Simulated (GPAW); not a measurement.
# Cu (I4/mmm) in GPAW: notebook

The runs below take Cu through band structure, equation of state, with PBEsol, LDA.

Program: GPAW 26.7.0. These are calculated values, not measurements. Logs are shortened: lines on timing, memory, paths and dates and some standing lists are left out, and cuts for length are marked. The log counts tension as positive stress, the text compression.

**1. Starting point**

The structure is tetragonal, space group I4/mmm (No. 139). Conventional cell: a = 2.886 Å, b = 2.886 Å, c = 2.752 Å, α = 90.00°, β = 90.00°, γ = 90.00°. Around Cu (site symmetry 4/mmm) lie 10 Cu at 2.46 to 2.75 Å.

This isn't the form of Cu at room conditions, which is fcc.

**2. Band structure, PBEsol**

run.py reads:

```python
from ase import Atoms
from ase.dft.bandgap import bandgap
from ase.io import write
from ase.units import GPa
from gpaw import GPAW, PW, setup_paths

setup_paths.insert(0, '.')

atoms = Atoms(['Cu'],
              cell=[[-1.44279332, 1.44279332, 1.37608145],
                    [1.44279332, -1.44279332, 1.37608145],
                    [1.44279332, 1.44279332, -1.37608145]],
              scaled_positions=[[0.0, 0.0, 0.0]],
              pbc=True)

calc = GPAW(mode=PW(600),
            xc='PBEsol',
            kpts={'size': (13, 13, 13), 'gamma': True},
            occupations={'name': 'fermi-dirac', 'width': 0.05},
            nbands=14,
            convergence={'density': 1e-05, 'energy': 1e-05},
            maxiter=150,
            txt='gpaw.txt')
atoms.calc = calc
energy = atoms.get_potential_energy()
forces = atoms.get_forces()
stress = atoms.get_stress()
calc.write('gs.gpw')
write('result.traj', atoms)
print(f'Energy: {energy:.6f} eV')
print('Forces (eV/A):')
print(forces.round(4))
print('Stress (GPa):', (stress / GPa).round(3))
print('Fermi level:', round(calc.get_fermi_level(), 4), 'eV')
print(f'Gap: {bandgap(calc)[0]:.4f} eV, direct: {bandgap(calc, direct=True)[0]:.4f} eV')

path = atoms.cell.bandpath('GXMGZPNZ1M,XP', npoints=100, eps=1e-4)
bs_calc = calc.fixed_density(kpts=path, symmetry='off', nbands=21,
                             convergence={'bands': 'CBM+6.0', 'eigenstates': 1e-6}, txt='bands.txt')
bs = bs_calc.band_structure()
bs.write('bs.json')
print(f'Gap on the path: {bandgap(bs_calc)[0]:.4f} eV')
```

Potentials or basis: PAW data sets generated in the run's folder for this functional, pw.

Started as:

```bash
$ gpaw-setup -f PBEsol Cu
$ OMP_NUM_THREADS=1 python run.py
```

gpaw.txt:

```text
__  _  _
 | _ |_)|_||  |
 |__||  | ||/\| - 26.7.0

Input parameters:
  mode=PW(ecut=600.0),
  convergence={'density': 1e-05, 'energy': 1e-05},
  kpts=MonkhorstPack(size=(13, 13, 13), gamma=True),
  maxiter=150,
  nbands=14,
  occupations=Occupations(name='fermi-dirac', width=0.05),
  xc=XC(name='PBEsol')

Diagonalizing LCAO Hamiltonian
Converting LCAO to pw mode

       Cu

Atoms  # Å, Bohr magnetons
|   | symbol |        x |        y |        z |    initial magnetic moments |
|---|--------|----------|----------|----------|-----------------------------|
| 0 |     Cu | 0.000000 | 0.000000 | 0.000000 | ( 0.0000,  0.0000,  0.0000) |

Unit cell  # Å
| periodic |         x |         y |         z |  lengths |     angles |
|----------|-----------|-----------|-----------|----------|------------|
|      yes | -1.442793 |  1.442793 |  1.376081 | 2.461078 | 108.218096 |
|      yes |  1.442793 | -1.442793 |  1.376081 | 2.461078 | 108.218096 |
|      yes |  1.442793 |  1.442793 | -1.376081 | 2.461078 | 112.007635 |

Number of symmetries: 16
Symmetry operations  # r_c * U_cc + t_c -> r_c
|    | kind |            matrix            |
|----|------|------------------------------|
|  0 |  σ   |  1, 1, 1,  0, 0,-1,  0,-1, 0 |
|  1 |  C4  |  1, 1, 1,  0, 0,-1, -1, 0, 0 |
|  2 |  E   |  1, 0, 0,  0, 1, 0,  0, 0, 1 |
|  3 |  σ   |  1, 0, 0,  0, 1, 0, -1,-1,-1 |
|  4 |  σ   |  0, 1, 0,  1, 0, 0,  0, 0, 1 |
|  5 |  C2  |  0, 1, 0,  1, 0, 0, -1,-1,-1 |
|  6 |  C2  |  0, 0, 1, -1,-1,-1,  1, 0, 0 |
|  7 |  S4  |  0, 0, 1, -1,-1,-1,  0, 1, 0 |
|  8 |  C4  |  0, 0,-1,  1, 1, 1,  0,-1, 0 |
|  9 |  σ   |  0, 0,-1,  1, 1, 1, -1, 0, 0 |
| 10 |  σ   |  0,-1, 0, -1, 0, 0,  1, 1, 1 |
| 11 |  C2  |  0,-1, 0, -1, 0, 0,  0, 0,-1 |
| 12 |  C2  | -1, 0, 0,  0,-1, 0,  1, 1, 1 |
| 13 |  i   | -1, 0, 0,  0,-1, 0,  0, 0,-1 |
| 14 |  S4  | -1,-1,-1,  0, 0, 1,  1, 0, 0 |
| 15 |  C2  | -1,-1,-1,  0, 0, 1,  0, 1, 0 |

BZ-sampling:
  Number of BZ points: 2197
  Number of IBZ points: 196

  Monkhorst-Pack size: [13, 13, 13]
  Monkhorst-Pack shift: [0, 0, 0]

K-points  # in reciprocal-cell coordinates
|     |                                coordinates |     weight |
|-----|--------------------------------------------|------------|
|   0 | (  0.00000000,   0.00000000,   0.00000000) | 0.00045517 |
|   1 | (  0.07692308,  -0.07692308,   0.00000000) | 0.00182066 |
|   2 | (  0.07692308,  -0.07692308,   0.07692308) | 0.00182066 |
|   3 | (  0.07692308,   0.00000000,   0.00000000) | 0.00364133 |
|   4 | (  0.07692308,   0.07692308,  -0.07692308) | 0.00091033 |
|   5 | (  0.15384615,  -0.15384615,   0.00000000) | 0.00182066 |
|   6 | (  0.15384615,  -0.15384615,   0.07692308) | 0.00364133 |
|   7 | (  0.15384615,  -0.15384615,   0.15384615) | 0.00182066 |
|   8 | (  0.15384615,  -0.07692308,   0.00000000) | 0.00728266 |
|   9 | (  0.15384615,  -0.07692308,   0.07692308) | 0.00364133 |
| ... |                                            |            |
| 195 | (  0.46153846,   0.46153846,   0.46153846) | 0.00364133 |

Plane wave coefficients: 400
Cutoff: 600.0 eV

Spin-components: 1 (collinear spins)
Bands:           14
Projectors:      6
Spin-degeneracy: 2
Datatype:        complex128

Parallelization:
  kpt:    1
  domain: 1
  band:   1

Density:
  Valence electrons: 11.0
  Components: 1
  Grid points: [14 14 14]
  Charge: 0.0  # |e|

Potential:
  Grid points: [14 14 14]

species:
  Cu:
    name:    Copper
    Z:       29.0
    valence: 11
    core:    18
    charge:  0.0  # [|e|]
    compensation charges:
      type: gauss
      rc: 0.33  # [Å]
      lmax: 2
    cutoffs:
      filter: 2.06  # [Å]
      core: 2.43  # [Å]
    projectors
    | kind |    occ | energy [eV] | rcut [Å] |
    |------|--------|-------------|----------|
    |   4s |  1.000 |      -4.607 |    1.164 |
    |   4p |  0.000 |      -0.637 |    1.164 |
    |   3d | 10.000 |      -5.060 |    1.058 |
    |    s |        |      22.604 |    1.164 |
    |    p |        |      26.574 |    1.164 |
    |    d |        |      22.151 |    1.058 |

    Using partial waves for Cu as LCAO basis

Reference energy: -44984.480490  # eV

eigensolver:
  PPCG
  Converge bands: occupied
  niter=2

density mixing:
  MSR1-Mixer
  Pratt-step length: 0.05
  Maximum mixing coefficient: 0.75
  Old densities: 10
  SVD Regularization: 0.005
  Good broyden scale: 1.0
  Trust region scale: 1.0
  Backstep threshold: 4.0
  History deletion threshold: 6.0
  Fourier metric: weight=20.0, sigma=0.015

occupation numbers:
  Fermi-Dirac:
    width: 0.0500  # eV

poisson solver:
  ecut: 4800.0  # eV

xc functional:
  name: PBEsol with 2 nearest neighbor stencil

convergence criteria:
- Maximum integral of absolute [dens]ity change: 1e-05 electrons / valence electron
- Maximum [total energy] change in last 3 cyles: 1e-05 eV / valence electron
- Maximum integral of absolute [eigenst]ate change: 4e-08 eV^2 / valence electron
maximum number of iterations: 150

SCF iterations
|iter     | |      energy | eigst |  dens |
|---------|-|-------------|-------|-------|
|iter:   1| |   -5.233624 | -0.43 |       |
|iter:   2| |   -4.841388 | -3.05 | -0.88 |
|iter:   3| |   -4.216502 | -1.94 | -0.98 |
|iter:   4| |   -4.206165 | -3.94 | -1.82 |
|iter:   5| |   -4.198761 | -3.60 | -1.96 |
|iter:   6| |   -4.198777 | -6.41 | -3.51 |
|iter:   7| |   -4.198781c| -6.12 | -3.63 |
|iter:   8| |   -4.198781c| -7.59c| -4.64 |
|iter:   9| |   -4.198781c| -8.06c| -5.08c|

Converged in 9 steps
Energy contributions relative to reference atoms: (reference = -44984.480490)

Energy contributions:
  Kinetic:         -13.176847
  Coulomb:          10.576970
  Zero:              0.058652
  External:          0.000000
  Xc:               -1.656264
  Entropy:          -0.002584
  Spinorbit:         0.000000
  ----------------------------
  Free energy:      -4.200073
  Extrapolated:     -4.198781

dipole moment: (-3.154955, -3.154955, -3.009076)  # |e|*Ang

Fermi level: 8.194
Eigenvalues  # (at kpt = [0.000, 0.000, 0.000])
| band index |      eig [eV] | occ [0-2] |
|------------|---------------|-----------|
|          0 |        -1.382 |     2.000 |
|          1 |         4.942 |     2.000 |
|          2 |         5.138 |     2.000 |
|          3 |         5.138 |     2.000 |
|          4 |         6.010 |     2.000 |
|          5 |         6.219 |     2.000 |
|          6 |        33.586 |     0.000 |
|          7 |        33.586 |     0.000 |
|          8 |        34.871 |     0.000 |
|          9 |        37.125 |     0.000 |
|         10 |        37.220 |     0.000 |
|         11 |        37.220 |     0.000 |
|         12 |        37.417 |     0.000 |
|         13 |        38.151 |     0.000 |

No gap
No difference between direct/indirect transitions

Forces  # eV/Ang
|       x |        y |       z |
|---------|----------|---------|
| 0.00000 | -0.00000 | 0.00000 |  # Cu   0

Stress tensor  # eV/Ang^3
|         x |         y |         z |
|-----------|-----------|-----------|
| -0.004098 |  0.000000 |  0.000000 |
|  0.000000 | -0.004098 | -0.000000 |
|  0.000000 | -0.000000 | -0.004015 |

# Writing to gs.gpw (mode='')
```

It took 27 s on 1 thread of Arm Neoverse V1, shared host; peak memory 0.18 GiB.

Results:

```yaml
Free_energy: -4.2001 eV
Pressure: 0.7 GPa
Band_gap_along_the_path: none (metal or under the smearing width)
```

Levels at the corners of the path, in eV from the Fermi level:
```
point  band 1  band 2  band 3  band 4  band 5  band 6  band 7
    Γ   -9.58   -3.25   -3.06   -3.06   -2.18   -1.97   25.39
    X   -5.17   -3.71   -2.25   -2.01   -1.31   -0.90    4.25
    M   -4.75   -4.71   -1.49   -1.49   -1.44    7.77    7.77
    Γ   -9.58   -3.25   -3.06   -3.06   -2.18   -1.97   25.39
    Z   -4.74   -4.69   -1.51   -1.51   -1.45    7.84    7.84
    P   -3.87   -3.87   -3.77   -1.98   -1.88    6.46    6.80
    N   -5.12   -3.95   -2.09   -1.87   -1.29   -0.53    4.77
   Z1   -4.74   -4.69   -1.51   -1.51   -1.45    7.84    7.84
    M   -4.75   -4.71   -1.49   -1.49   -1.44    7.77    7.77
    X   -5.17   -3.71   -2.25   -2.01   -1.31   -0.90    4.25
    P   -3.87   -3.87   -3.77   -1.98   -1.88    6.46    6.80
```

Caveat: with this Cu data set, volumes or pressures lay over 1.5 % or 2 GPa off other programs in two to four cells of ten.

**3. Band structure, LDA**

run.py: that of step 2 with these lines changed.

```diff
@@ -4,5 +4,3 @@
 from ase.units import GPa
-from gpaw import GPAW, PW, setup_paths
-
-setup_paths.insert(0, '.')
+from gpaw import GPAW, PW
 
@@ -16,3 +14,3 @@
 calc = GPAW(mode=PW(600),
-            xc='PBEsol',
+            xc='LDA',
             kpts={'size': (13, 13, 13), 'gamma': True},
```

Potentials or basis: the program's PAW data sets (release 1.2.1) made for this functional, pw.

Started as:

```bash
$ OMP_NUM_THREADS=1 python run.py
```

gpaw.txt:

```text
__  _  _
 | _ |_)|_||  |
 |__||  | ||/\| - 26.7.0

Input parameters:
  mode=PW(ecut=600.0),
  convergence={'density': 1e-05, 'energy': 1e-05},
  kpts=MonkhorstPack(size=(13, 13, 13), gamma=True),
  maxiter=150,
  nbands=14,
  occupations=Occupations(name='fermi-dirac', width=0.05),
  xc=XC(name='LDA')

Diagonalizing LCAO Hamiltonian
Converting LCAO to pw mode

       Cu

Atoms  # Å, Bohr magnetons
|   | symbol |        x |        y |        z |    initial magnetic moments |
|---|--------|----------|----------|----------|-----------------------------|
| 0 |     Cu | 0.000000 | 0.000000 | 0.000000 | ( 0.0000,  0.0000,  0.0000) |

Unit cell  # Å
| periodic |         x |         y |         z |  lengths |     angles |
|----------|-----------|-----------|-----------|----------|------------|
|      yes | -1.442793 |  1.442793 |  1.376081 | 2.461078 | 108.218096 |
|      yes |  1.442793 | -1.442793 |  1.376081 | 2.461078 | 108.218096 |
|      yes |  1.442793 |  1.442793 | -1.376081 | 2.461078 | 112.007635 |

Number of symmetries: 16
[... 143 lines left out ...]

Energy contributions:
  Kinetic:         -11.489260
  Coulomb:           9.018842
  Zero:              0.010572
  External:          0.000000
  Xc:               -2.163706
  Entropy:          -0.002661
  Spinorbit:         0.000000
  ----------------------------
  Free energy:      -4.626213
  Extrapolated:     -4.624883

dipole moment: (-3.163669, -3.163669, -3.017387)  # |e|*Ang

Fermi level: 7.947
Eigenvalues  # (at kpt = [0.000, 0.000, 0.000])
| band index |      eig [eV] | occ [0-2] |
|------------|---------------|-----------|
|          0 |        -1.610 |     2.000 |
|          1 |         4.653 |     2.000 |
|          2 |         4.851 |     2.000 |
|          3 |         4.851 |     2.000 |
|          4 |         5.736 |     2.000 |
|          5 |         5.947 |     2.000 |
|          6 |        33.611 |     0.000 |
|          7 |        33.611 |     0.000 |
|          8 |        34.930 |     0.000 |
|          9 |        36.834 |     0.000 |
|         10 |        36.834 |     0.000 |
|         11 |        36.997 |     0.000 |
|         12 |        37.157 |     0.000 |
|         13 |        37.806 |     0.000 |

No gap
No difference between direct/indirect transitions

Forces  # eV/Ang
|       x |       y |        z |
|---------|---------|----------|
| 0.00000 | 0.00000 | -0.00000 |  # Cu   0

Stress tensor  # eV/Ang^3
|        x |         y |         z |
|----------|-----------|-----------|
| 0.040008 |  0.000000 |  0.000000 |
| 0.000000 |  0.040008 | -0.000000 |
| 0.000000 | -0.000000 |  0.042067 |

# Writing to gs.gpw (mode='')
```

stdout:

```text
Energy: -4.624883 eV
Forces (eV/A):
[[ 0.  0. -0.]]
Stress (GPa): [ 6.41  6.41  6.74 -0.    0.    0.  ]
Fermi level: 7.9474 eV
Gap: 0.0000 eV, direct: 0.0000 eV
Gap on the path: 0.0000 eV
```

bands.txt:

```text
Diagonalizing LCAO Hamiltonian
Converting LCAO to pw mode
convergence criteria:
- Maximum integral of absolute [eigenst]ate change: 1e-06 eV^2 / valence electron
maximum number of iterations: 150

SCF iterations
|iter     | |      energy | eigst |  dens |
|---------|-|-------------|-------|-------|
|iter:   1| |             | -0.88 |       |
[... 104 lines left out ...]
         [ 0.05555556,  0.05555556,  0.44444444],
         [ 0.08333333,  0.08333333,  0.41666667],
         [ 0.11111111,  0.11111111,  0.38888889],
         [ 0.13888889,  0.13888889,  0.36111111],
         [ 0.16666667,  0.16666667,  0.33333333],
         [ 0.19444444,  0.19444444,  0.30555556],
         [ 0.22222222,  0.22222222,  0.27777778],
         [ 0.25      ,  0.25      ,  0.25      ]])),
  maxiter=150,
  nbands=21,
  occupations=Occupations(name='fermi-dirac', width=0.05),
  symmetry=Symmetry(point_group=False, time_reversal=False),
  xc=XC(name='LDA')
```

It took 26 s on 1 thread of Arm Neoverse V1, shared host; peak memory 0.18 GiB.

Results:

* Free energy: -4.6262 eV
* Pressure: -6.5 GPa
* Band gap along the path: none (metal or under the smearing width)

Levels at the corners of the path, in eV from the Fermi level:
```csv
point,band 2,band 3,band 4,band 5,band 6,band 7
Γ,-3.29,-3.10,-3.10,-2.21,-2.00,25.66
X,-3.75,-2.29,-2.04,-1.34,-0.85,4.20
M,-4.74,-1.52,-1.52,-1.47,7.76,7.76
Γ,-3.29,-3.10,-3.10,-2.21,-2.00,25.66
Z,-4.72,-1.54,-1.54,-1.48,7.84,7.84
P,-3.89,-3.80,-2.00,-1.91,6.49,6.83
N,-3.99,-2.12,-1.90,-1.32,-0.48,4.73
Z1,-4.72,-1.54,-1.54,-1.48,7.84,7.84
M,-4.74,-1.52,-1.52,-1.47,7.76,7.76
X,-3.75,-2.29,-2.04,-1.34,-0.85,4.20
P,-3.89,-3.80,-2.00,-1.91,6.49,6.83
```

Caveat: with this Cu data set, volumes or pressures lay over 1.5 % or 2 GPa off other programs in two to four cells of ten.

**4. Equation of state, LDA**

run.py reads:

```python
from ase import Atoms
from ase.eos import EquationOfState
from ase.io import Trajectory
from ase.units import GPa
from gpaw import GPAW, PW

atoms = Atoms(['Cu'],
              cell=[[-1.44279332, 1.44279332, 1.37608145],
                    [1.44279332, -1.44279332, 1.37608145],
                    [1.44279332, 1.44279332, -1.37608145]],
              scaled_positions=[[0.0, 0.0, 0.0]],
              pbc=True)

traj = Trajectory('eos.traj', 'w')
volumes, energies = [], []
for x in [0.94, 0.96, 0.98, 1.0, 1.02, 1.04, 1.06]:
    a = atoms.copy()
    a.set_cell(atoms.cell * x**(1 / 3), scale_atoms=True)
    calc = GPAW(mode=PW(600),
                xc='LDA',
                kpts={'size': (13, 13, 13), 'gamma': True},
                occupations={'name': 'fermi-dirac', 'width': 0.05},
                nbands=14,
                convergence={'density': 1e-05, 'energy': 1e-05},
                maxiter=150,
                txt=f'eos-{x:.2f}.txt')
    a.calc = calc
    energies.append(a.get_potential_energy(force_consistent=True))
    volumes.append(a.get_volume())
    p = -a.get_stress()[:3].mean() / GPa
    calc.write(f'eos-{x:.2f}.gpw')
    traj.write(a)
    print(f'{x:.2f} {volumes[-1]:10.4f} A^3 {energies[-1]:14.6f} eV {p:9.3f} GPa', flush=True)

v0, e0, B = EquationOfState(volumes, energies, eos='birchmurnaghan').fit()
print(f'V0 = {v0:.4f} A^3, E0 = {e0:.6f} eV, B0 = {B / GPa:.2f} GPa')
```

Started as:

```bash
$ OMP_NUM_THREADS=1 python run.py
```

It took 2.4 min on 1 thread of Arm Neoverse V1, shared host; peak memory 0.17 GiB.

The run converged. Its results:

```yaml
Equilibrium_volume: 11.04 Å³/atom
Bulk_modulus_at_fixed_shape_and_positions: 183 GPa
Pressure_derivative_of_the_bulk_modulus: 5.1
```

Energy against volume, from the lowest point:
```csv
volume (Å³/atom),energy (meV/atom)
10.771,3.78
11.000,0.00
11.229,1.77
11.458,8.44
11.687,19.41
11.916,34.18
12.146,52.27
```

Caveat: with this Cu data set, volumes or pressures lay over 1.5 % or 2 GPa off other programs in two to four cells of ten; the cell was scaled at fixed shape and fractional positions, which overstates the stiffness of a crystal with free parameters, most of all of layers and chains.

**5. For comparison**

An earlier run on the cell as given: functional PBEsol; potentials or basis PAW data sets generated in the run's folder for this functional; cutoff 600 eV; basis pw; k mesh 13 × 13 × 13; occupations fermi-dirac, width 0.05 eV; no spin polarisation.

- Pressure: 0.7 GPa
- Band gap on the k mesh: none (metal or under the smearing width)

**6. The runs side by side**

```csv
task,level,potentials or basis,band path,band points,pressure (GPa)
band structure,PBEsol,"PAW data sets generated in the run's folder for this functional, pw","GXMGZPNZ1M,XP",100,0.7
band structure,LDA,"the program's PAW data sets (release 1.2.1) made for this functional, pw","GXMGZPNZ1M,XP",100,-6.5
equation of state,LDA,"the program's PAW data sets (release 1.2.1) made for this functional, pw",-,-,-
single point,PBEsol,"PAW data sets generated in the run's folder for this functional, pw",-,-,0.7
```

Alike in all rows: no spin polarisation; cell as given; k mesh 13 × 13 × 13; cutoff (eV) 600; smearing fermi-dirac 0.05 eV.

Caveats: with this Cu data set, volumes or pressures lay over 1.5 % or 2 GPa off other programs in two to four cells of ten; the cell was scaled at fixed shape and fractional positions, which overstates the stiffness of a crystal with free parameters, most of all of layers and chains (some runs).

Absolute energies hang on the potentials; compare differences alone.
